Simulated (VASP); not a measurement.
Input of a VASP 6.6.1 run:

File INCAR:

```
SYSTEM = Al
PREC = Accurate
ENCUT = 350
EDIFF = 1E-7
ISMEAR = 0
SIGMA = 0.1
LREAL = .FALSE.
LASPH = .TRUE.
NELM = 80
ALGO = Normal
ISIF = 3
LWAVE = .FALSE.
LCHARG = .FALSE.
GGA = PE
IBRION = 2
NSW = 80
EDIFFG = -0.002
```

File KPOINTS:

```
regular mesh
0
G
  18 18 18
  0 0 0
```

Contents of POSCAR:

```
Al
1.0
    0.0000000000      2.0248050000      2.0248050000
    2.0248050000      0.0000000000      2.0248050000
    2.0248050000      2.0248050000      0.0000000000
Al
1
Direct
    0.0000000000      0.0000000000      0.0000000000
```

Potentials or basis: VASP PAW PBE potentials, release 64 (Al).

The run is started by

```console
$ cat potpaw_PBE.64/Al/POTCAR > POTCAR
$ mpirun -np 1 vasp_std > vasp.out
```

(1) Predict the space group after relaxing (to 0.05 Å).

(2) Predict the relaxed cell.

(3) Predict the relaxed volume.

Results:

(1) Fm-3m (No. 225).

(2) a = 2.857 Å, b = 2.857 Å, c = 2.857 Å, α = 60.00°, β = 60.00°, γ = 60.00°.

(3) 16.48 Å³/atom.
